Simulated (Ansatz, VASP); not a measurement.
KCl: VASP beside Ansatz

The input INCAR:

```
SYSTEM = KCl
PREC     = Accurate       ! precision mode
ENCUT    = 520            ! plane-wave cutoff, eV
EDIFF    = 1E-6           ! SCF threshold, eV
ISMEAR   = -1             ! smearing method
SIGMA    = 0.02           ! smearing width, eV
LREAL    = .FALSE.        ! projectors in reciprocal space
LASPH    = .TRUE.         ! aspherical terms in the spheres
NELM     = 80             ! most SCF steps
ALGO     = Normal         ! electronic algorithm
ISIF     = 2              ! what is computed and relaxed
LWAVE    = .FALSE.        ! write WAVECAR
LCHARG   = .FALSE.        ! write CHGCAR
GGA      = PE             ! functional
NBANDS   = 15             ! bands
```

File KPOINTS:

```
regular mesh
0
G
  7 7 7
  0 0 0
```

File POSCAR:

```
KCl
1.0
    3.5249800000      0.0000000000      0.0000000000
    0.0000000000      3.5249800000      0.0000000000
    0.0000000000      0.0000000000      3.6340000000
K Cl
1 1
Direct
    0.0000000000      0.0000000000      0.0000000000
    0.5000000000      0.5000000000      0.5000000000
```

Input for Ansatz:

```yaml
crystal:
  lattice:
    - [3.52498, 0.0, 0.0]
    - [0.0, 3.52498, 0.0]
    - [0.0, 0.0, 3.634]
  atoms:
    - { symbol: K, position: [0.0, 0.0, 0.0] }
    - { symbol: Cl, position: [0.5, 0.5, 0.5] }
kpoints:
  mp_grid: { grid: [7, 7, 7] }
  band_path:
    path:
      - [0.0, 0.0, 0.0]
      - [0.0, 0.5, 0.0]
      - [0.5, 0.5, 0.0]
      - [0.0, 0.0, 0.0]
      - [0.0, 0.0, 0.5]
      - [0.0, 0.5, 0.5]
      - [0.5, 0.5, 0.5]
      - [0.0, 0.0, 0.5]
      - [0.0, 0.5, 0.0]
    npoints: 5
scf:
  occupations: { method: fermi_dirac, width: 0.02 }
hamiltonian:
  xc: pbe
  pseudopotentials: { kind: all_electron, lapw: { basis_error: 0.0005 } }
output:
  forces: true
  stress: true
  eigenvalues: true
```

Change from the starting cell: equal xx and yy strain of -3 %.

Alike in both runs: task single point; functional PBE; k mesh 7 × 7 × 7; occupations fermi-dirac, width 0.02 eV; no spin polarisation.

```csv
,VASP,Ansatz
version,VASP 6.6.1,Ansatz 0.2.0
potentials or method,"VASP PAW PBE potentials, release 64 (K_sv, Cl)","all-electron LAPW, scalar-relativistic"
plane-wave cutoff (eV),520,see its input
```

```csv
,VASP,Ansatz,Ansatz less VASP
gap on the k mesh at the Fermi level (eV),5.84,5.84,+0.001
pressure (GPa),7.2,7.1,-0.11
largest component of the traceless stress (GPa),1.12,1.12,+0.003
```

Ansatz ran all-electron here, so the differences hold the error of VASP's frozen core and of both bases.

Caveats: an odd mesh through Γ misses points on the zone boundary, where band edges often lie.
